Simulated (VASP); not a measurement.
# CdTe (F-43m) in VASP: notebook, part 3 of 3

VASP 6.6.1.

## 6. QSGW quasiparticle levels, PBE

Contents of POSCAR:

```
CdTe
1.0
    0.0000000000      3.2050000000      3.2050000000
    3.2050000000      0.0000000000      3.2050000000
    3.2050000000      3.2050000000      0.0000000000
Te Cd
1 1
Direct
    0.7500000000      0.7500000000      0.7500000000
    0.0000000000      0.0000000000      0.0000000000
```

Contents of INCAR.step1:

```
PREC     = Accurate       # precision mode
ENCUT    = 500            # plane-wave cutoff, eV
EDIFF    = 1E-8           # SCF threshold, eV
ISMEAR   = 0              # smearing method
SIGMA    = 0.01           # smearing width, eV
LREAL    = False          # projectors in reciprocal space
LASPH    = True           # aspherical terms in the spheres
NELM     = 100            # most SCF steps
ALGO     = Normal         # electronic algorithm
LWAVE    = True           # write WAVECAR
LCHARG   = False          # write CHGCAR
GGA      = PE             # functional
```

Contents of INCAR.step2:

```
PREC     = Accurate       # precision mode
ENCUT    = 500            # plane-wave cutoff, eV
EDIFF    = 1E-8           # SCF threshold, eV
ISMEAR   = 0              # smearing method
SIGMA    = 0.01           # smearing width, eV
LREAL    = False          # projectors in reciprocal space
LASPH    = True           # aspherical terms in the spheres
NELM     = 1              # most SCF steps
ALGO     = Exact          # electronic algorithm
LWAVE    = True           # write WAVECAR
LCHARG   = False          # write CHGCAR
GGA      = PE             # functional
NBANDS   = 300            # bands
LOPTICS  = True           # frequency-dependent dielectric function
ISTART   = 1
```

Contents of INCAR.step3:

```
PREC     = Accurate       # precision mode
ENCUT    = 500            # plane-wave cutoff, eV
EDIFF    = 1E-8           # SCF threshold, eV
ISMEAR   = 0              # smearing method
SIGMA    = 0.01           # smearing width, eV
LREAL    = False          # projectors in reciprocal space
LASPH    = True           # aspherical terms in the spheres
ALGO     = QPGW           # electronic algorithm
LWAVE    = False          # write WAVECAR
LCHARG   = False          # write CHGCAR
GGA      = PE             # functional
NELMGW   = 4            
NBANDS   = 300            # bands
ENCUTGW  = 120            # cutoff of the response function
NOMEGA   = 48             # frequency points
PRECFOCK = Fast         
ISTART   = 1            
NBANDSGW = 21
```

Contents of KPOINTS:

```
regular mesh
0
Gamma
  4 4 4
```

Potentials or basis: VASP PAW PBE potentials, release 64 (Te_GW, Cd_GW).

Run with:

```sh
cat potpaw_PBE.64/Te_GW/POTCAR potpaw_PBE.64/Cd_GW/POTCAR > POTCAR
cp INCAR.step1 INCAR
mpirun -np 1 vasp_std > vasp.out
cp INCAR.step2 INCAR
mpirun -np 1 vasp_std > vasp.out
cp INCAR.step3 INCAR
mpirun -np 1 vasp_std > vasp.out
```

OUTCAR:

```text
PREC = Accurate
   ENCUT = 500
   EDIFF = 1E-8
   ISMEAR = 0
   LREAL = False
   LASPH = True
   GGA = PE
   NELMGW = 4
   ENCUTGW = 120
   PRECFOCK = Fast
   ISTART = 1

 ion  position               nearest neighbor table
   1  0.750  0.750  0.750-   2 2.78   2 2.78   2 2.78   2 2.78
   2  0.000  0.000  0.000-   1 2.78   1 2.78   1 2.78   1 2.78

  LATTYP: Found a face centered cubic cell.
 ALAT       =     6.4100000000

  Lattice vectors:

 A1 = (   0.0000000000,   3.2050000000,   3.2050000000)
 A2 = (   3.2050000000,   0.0000000000,   3.2050000000)
 A3 = (   3.2050000000,   3.2050000000,   0.0000000000)

Analysis of symmetry for initial positions (statically):
=====================================================================
 Subroutine PRICEL returns:
 Original cell was already a primitive cell.

 Routine SETGRP: Setting up the symmetry group for a
 face centered cubic supercell.

 Subroutine GETGRP returns: Found 24 space group operations
 (whereof 24 operations were pure point group operations)
 out of a pool of 48 trial point group operations.

The static configuration has the point symmetry T_d .

Analysis of symmetry for dynamics (positions and initial velocities):
=====================================================================
 Subroutine PRICEL returns:
 Original cell was already a primitive cell.

 Routine SETGRP: Setting up the symmetry group for a
 face centered cubic supercell.

 Subroutine GETGRP returns: Found 24 space group operations
 (whereof 24 operations were pure point group operations)
 out of a pool of 48 trial point group operations.

The dynamic configuration has the point symmetry T_d .

 Subroutine INISYM returns: Found 24 space group operations
 (whereof 24 operations are pure point group operations),
 and found     1 'primitive' translations

----------------------------------------------------------------------------------------

                                     Primitive cell

  volume of cell :      65.8437

  direct lattice vectors                    reciprocal lattice vectors
     0.000000000  3.205000000  3.205000000    -0.156006240  0.156006240  0.156006240
     3.205000000  0.000000000  3.205000000     0.156006240 -0.156006240  0.156006240
     3.205000000  3.205000000  0.000000000     0.156006240  0.156006240 -0.156006240

  length of vectors
     4.532554467  4.532554467  4.532554467     0.270210734  0.270210734  0.270210734

  position of ions in fractional coordinates (direct lattice)
     0.750000000  0.750000000  0.750000000
     0.000000000  0.000000000  0.000000000

  ion indices of the primitive-cell ions
   primitive index   ion index
                 1           1
                 2           2

----------------------------------------------------------------------------------------

 KPOINTS: regular mesh

Automatic generation of k-mesh.
 Grid dimensions read from file:
 generate k-points for:    4    4    4

 Generating k-lattice:

  Cartesian coordinates                     Fractional coordinates (reciprocal lattice)
    -0.039001560  0.039001560  0.039001560     0.250000000  0.000000000  0.000000000
     0.039001560 -0.039001560  0.039001560     0.000000000  0.250000000  0.000000000
     0.039001560  0.039001560 -0.039001560     0.000000000  0.000000000  0.250000000

  Length of vectors
     0.067552684  0.067552684  0.067552684

  Shift w.r.t. Gamma in fractional coordinates (k-lattice)
     0.000000000  0.000000000  0.000000000

 Subroutine IBZKPT returns following result:
 ===========================================

 Found      8 irreducible k-points:

 Following reciprocal coordinates:
            Coordinates               Weight
  0.000000  0.000000  0.000000      1.000000
  0.250000  0.000000  0.000000      8.000000
  0.500000  0.000000  0.000000      4.000000
  0.250000  0.250000  0.000000      6.000000
  0.500000  0.250000  0.000000     24.000000
 -0.250000  0.250000  0.000000     12.000000
  0.500000  0.500000  0.000000      3.000000
 -0.250000  0.500000  0.250000      6.000000
   k-points           NKPTS =      8   k-points in BZ     NKDIM =     64   number of bands    NBANDS=    300
   number of dos      NEDOS =    301   number of ions     NIONS =      2
   total plane-waves  NPLWV =  46656
   dimension x,y,z NGX =    36 NGY =   36 NGZ =   36
   dimension x,y,z NGXF=    72 NGYF=   72 NGZF=   72
   ions per type =               1   1
   NGX,Y,Z   is equivalent  to a cutoff of  13.20, 13.20, 13.20 a.u.
   NGXF,Y,Z  is equivalent  to a cutoff of  26.41, 26.41, 26.41 a.u.
 SYSTEM =  unknown system
   PREC   = accura    normal or accurate (medium, high low for compatibility)
   ISTART =      1    job   : 0-new  1-cont  2-samecut
   ICHARG =      0    charge: 1-file 2-atom 10-const
   ISPIN  =      1    spin polarized calculation?
   LNONCOLLINEAR =      F non collinear calculations
   LSORBIT =      F    spin-orbit coupling
   LASPH  =      T    aspherical Exc in radial PAW
   ENCUT  =  500.0 eV  36.75 Ry    6.06 a.u.   8.26  8.26  8.26*2*pi/ulx,y,z
   NELM   =     60;   NELMIN=  2; NELMDL=  0     # of ELM steps
   EDIFF  = 0.1E-07   stopping-criterion for ELM
   LREAL  =      F    real-space projection
   EDIFFG = 0.1E-06   stopping-criterion for IOM
   NSW    =      0    number of steps for IOM
   IBRION =     -1    ionic relax: 0-MD 1-quasi-New 2-CG
   NFREE  =      0    steps in history (QN), initial steepest desc. (CG)
   ISIF   =      0    stress and relaxation
   ISYM   =      3    0-nonsym 1-usesym 2-fastsym
   POTIM  = 0.5000    time-step for ionic-motion
   TEBEG  =    0.0;   TEEND  =   0.0 temperature during run
   PSTRESS=    0.0 pullay stress
   NELECT =      18.0000    total number of electrons
   NUPDOWN=      -1.0000    fix difference up-down
   EMIN   =  10.00;   EMAX   =-10.00  energy-range for DOS
   EFERMI =   0.00;   METHOD = LEGACY
   ISMEAR =     0;   SIGMA  =   0.01  broadening in eV -4-tet -1-fermi 0-gaus
   EFERMI_NEDOS =   21; number of points for ismear=-14 and -15
   IALGO  =     38    algorithm
   IMIX   =      4    mixing-type and parameters
     AMIX     =   0.40;   BMIX     =  1.00
     AMIX_MAG =   1.60;   BMIX_MAG =  1.00
  volume/ion in A,a.u.               =      32.92       222.17
  Fermi-wavevector in a.u.,A,eV,Ry     =   1.062497  2.007828 15.359610  1.128899
  Thomas-Fermi vector in A             =   2.197950
   LORBIT       =      0    0 simple, 1 ext, 2 COOP (PROOUT), +10 PAW based schemes
   GGA     = PE    functional components
   LHFCALC =     T    Hartree Fock is set to
   PRECFOCK=fast      Normal, Fast or Accurate (Low or Medium for compatibility)
   ENCUT4O =  -1.0   cutoff for four orbital integrals eV
   NKREDX  =     1    reduce k-point grid by
   NKREDY  =     1    reduce k-point grid by
   NKREDZ  =     1    reduce k-point grid by
   AEXX    =    1.0000 exact exchange contribution
   HFSCREEN=    0.0000 screening length (either q_TF or 0.3 A-1)
   HFSCREENC=   0.0000 screening length for correlation (either q_TF or 0.3 A-1)
   ENCUTFOCK=  -1.0 apply spherical cutoff to Coloumb kernel
   IVDW    =     0    specifies the selected vdW correction
   LEPSILON=     F    determine dielectric tensor
   LRPA    =     F    only Hartree local field effects (RPA)
   LRPAFORCE           =     F    calculate RPA forces
   ENCUTGW             = 120.0    cutoff for response function in eV
   ENCUTGWSOFT         =  96.0    soft cutoff for Coulomb kernel in GW response function in eV
   ENCUTLF             =  -1.0    cutoff for local field effects
   NELMGW              =     4    number of iterations in solving QP/BSE equation
   NELMHF              =     1    number of iterations in the inner HF iteration
   NKREDLFX            =     1    NKREDLFY  =   1   NKREDLFZ  =   1
 non-spin polarized calculation
 Gauss-broadening in eV      SIGMA  =   0.01
  energy-cutoff  :      500.00
  volume of cell :       65.84
 maximum number of plane-waves:      1700
 NGX is ok and might be reduce to    36
  NGX = 18; NGY = 18; NGZ = 18
   NGX = 17   NGY = 17   NGZ = 17
 maximum number of plane-waves:       210
 NGX is ok and might be reduce to    18

 QP shifts <psi_nk| G(iteration)W_0 |psi_nk>: iteration 1
 for sc-GW calculations column KS-energies equals QP-energies in previous step
 and V_xc(KS)=  KS-energies - (<T + V_ion + V_H > + <T+V_H+V_ion>^1  + <V_x>^1)

 k-point   1 :       0.0000    0.0000    0.0000
  band No.  KS-energies  QP-energies   sigma(KS)   V_xc(KS)     V^pw_x(r,r')   Z            occupation Imag(sigma)

      1      -7.6800      -8.1129     -11.6209     -10.9317     -17.3192       0.6281       2.0000       0.7914
      2      -4.7574      -6.4402     -17.6890     -15.2305     -22.9465       0.6845       2.0000       0.1934
      3      -4.7574      -6.4402     -17.6890     -15.2305     -22.9465       0.6845       2.0000       0.1934
      4      -4.7574      -6.4402     -17.6890     -15.2305     -22.9465       0.6845       2.0000       0.1934
      5      -4.4741      -6.2310     -18.0375     -15.4979     -23.2127       0.6918       2.0000       0.1462
      6      -4.4741      -6.2310     -18.0375     -15.4979     -23.2127       0.6918       2.0000       0.1462
[... 13 lines left out ...]
     20      16.2901      15.8325      -5.9506      -5.3461      -1.0247       0.7570       0.0000      -0.4064
     21      23.0770      23.5813      -9.3306     -10.0125      -2.7533       0.7397       0.0000      -0.9166

 k-point   2 :       0.2500    0.0000    0.0000
  band No.  KS-energies  QP-energies   sigma(KS)   V_xc(KS)     V^pw_x(r,r')   Z            occupation Imag(sigma)

      1      -7.4643      -7.9497     -12.0161     -11.2581     -17.6117       0.6404       2.0000       0.7650
      2      -4.7184      -6.4104     -17.7447     -15.2793     -22.9989       0.6863       2.0000       0.1905
      3      -4.7184      -6.4104     -17.7447     -15.2793     -22.9989       0.6863       2.0000       0.1905
      4      -4.5478      -6.1809     -17.3892     -15.0172     -22.5698       0.6884       2.0000       0.2107
      5      -4.4747      -6.2273     -18.0340     -15.4970     -23.2143       0.6909       2.0000       0.1471
      6      -4.4747      -6.2273     -18.0340     -15.4970     -23.2143       0.6909       2.0000       0.1471
[... 964 lines left out ...]
      1      -8.5215      -8.6131      -8.6125      -8.6503       0.7063       2.0000
      2      -7.2915      -7.3848      -7.3847      -7.4187       0.7324       2.0000
      3      -7.2747      -7.3676      -7.3676      -7.4016       0.7320       2.0000
      4      -7.2013      -7.2935      -7.2934      -7.3269       0.7331       2.0000
      5      -7.1705      -7.2623      -7.2621      -7.2955       0.7330       2.0000
      6      -5.9210      -6.0014      -6.0010      -6.0314       0.7249       2.0000
[... 13 lines left out ...]
     20      19.1064      19.1332      19.1332      19.1415       0.7621       0.0000
     21      19.1746      19.2010      19.2008      19.2087       0.7684       0.0000
```

It took 47 min on 1 thread of Intel Xeon 6975P-C (Granite Rapids), shared host; peak memory 1.9 GiB.

What came out:

```yaml
Band_gap_on_the_k_mesh_mean-field_level: 0.86 eV, direct
Quasiparticle_gap: 1.97 eV
Least_direct_quasiparticle_gap: 1.97 eV
```

Levels at points of the mesh, in eV from the valence-band top:
```tsv
k point	band 6	band 7	band 8	band 9	band 10	band 11	band 12	band 13
(0.00, 0.00, 0.00)	-8.16	0.00	0.00	0.00	0.86	4.57	4.57	4.57
(0.50, 0.00, 0.00)	-7.77	-4.63	-0.83	-0.83	1.84	5.17	5.17	7.07
(0.50, 0.50, 0.00)	-7.62	-4.48	-1.98	-1.98	2.52	2.65	9.00	9.30
```

Quasiparticle gap after each update of the energies (eV): 1.60, 1.82, 1.92, 1.97

Caveat: the k mesh is coarse (spacing up to 0.42 Å⁻¹), so the values aren't converged; bands, screening cutoff and mesh are small and nothing is extrapolated, so the quasiparticle values aren't converged; spin-orbit coupling is left out, which moves the levels of the heavy elements.

## 7. The reference run

An earlier run on the cell as given: functional PBEsol; potentials or basis VASP PAW PBE potentials, release 64 (Te, Cd); cutoff 520 eV; k mesh 7 × 7 × 7; occupations fermi-dirac, width 0.05 eV; no spin polarisation.

* Pressure: 1.9 GPa
* Band gap on the k mesh: 0.76 eV, direct
